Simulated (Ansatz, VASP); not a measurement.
**One calculation of PbSe, two programs**

File POSCAR:

```
PbSe
1.0
    0.0000000000      3.4232041310      3.4232041310
    3.4232041310      0.0000000000      3.4232041310
    3.4232041310      3.4232041310      0.0000000000
Pb Se
1 1
Direct
    0.0000000000      0.0000000000      0.0000000000
    0.2500000000      0.2500000000      0.2500000000
```

Contents of INCAR.step1:

```
PREC     = Accurate       # precision mode
ENCUT    = 520            # plane-wave cutoff, eV
EDIFF    = 1E-5           # SCF threshold, eV
ISMEAR   = 0              # smearing method
SIGMA    = 0.01           # smearing width, eV
LREAL    = F              # projectors in reciprocal space
LASPH    = T              # aspherical terms in the spheres
NELM     = 100            # most SCF steps
ALGO     = Normal         # electronic algorithm
ISIF     = 2              # what is computed and relaxed
LWAVE    = T              # write WAVECAR
LCHARG   = F              # write CHGCAR
GGA      = PE             # functional
NBANDS   = 17             # bands
```

File INCAR.step2:

```
PREC     = Accurate       # precision mode
ENCUT    = 520            # plane-wave cutoff, eV
EDIFF    = 1E-6           # SCF threshold, eV
ISMEAR   = 0              # smearing method
SIGMA    = 0.01           # smearing width, eV
LREAL    = F              # projectors in reciprocal space
LASPH    = T              # aspherical terms in the spheres
NELM     = 100            # most SCF steps
ALGO     = Normal         # electronic algorithm
ISIF     = 2              # what is computed and relaxed
LWAVE    = F              # write WAVECAR
LCHARG   = F              # write CHGCAR
GGA      = PE             # functional
LHFCALC  = T              # exact exchange
HFSCREEN = 0.2079         # screening, 1/A
PRECFOCK = Normal       
ISTART   = 1            
NBANDS   = 17             # bands
```

File KPOINTS:

```
regular mesh
0
Gamma
  4 4 4
```

Input for Ansatz:

```yaml
crystal:
  lattice:
    - [0.0, 3.423204131, 3.423204131]
    - [3.423204131, 0.0, 3.423204131]
    - [3.423204131, 3.423204131, 0.0]
  atoms:
    - { symbol: Pb, position: [0.0, 0.0, 0.0] }
    - { symbol: Se, position: [0.25, 0.25, 0.25] }
kpoints:
  mp_grid: { grid: [4, 4, 4] }
hamiltonian:
  xc: hse06
scf:
  occupations: { method: fixed }
  n_extra_bands: 4
output:
  forces: true
  stress: true
  eigenvalues: true
```

The cell was built by a generator and needn't be a form met in nature.

Alike in both runs: task single point; functional HSE06; k mesh 4 × 4 × 4; no spin polarisation.

|  | VASP | Ansatz |
| --- | --- | --- |
| version | VASP 6.6.1 | Ansatz 0.2.0 |
| potentials or method | VASP PAW PBE potentials, release 64 (Pb_d, Se) | plane waves, PAW |
| plane-wave cutoff (eV) | 520 | 420 |
| occupations | gaussian, width 0.01 eV | fixed |
| valence electrons in the cell | 20 | 30 |

```tsv
	VASP	Ansatz	Ansatz less VASP
gap on the k mesh at the Fermi level (eV)	1.07	1.06	-0.010
pressure (GPa)	0.0	0.1	+0.07
```

The two sets of potentials don't hold the same shells in valence. Ansatz warned: «stress_exchange_threshold_loose».

Caveats: the PAW data sets were made with another functional, which shifts forces and pressure a little (VASP); spin-orbit coupling is left out, which as a rule narrows the gap of such compounds by several tenths of an eV. A k mesh can miss the band edges.
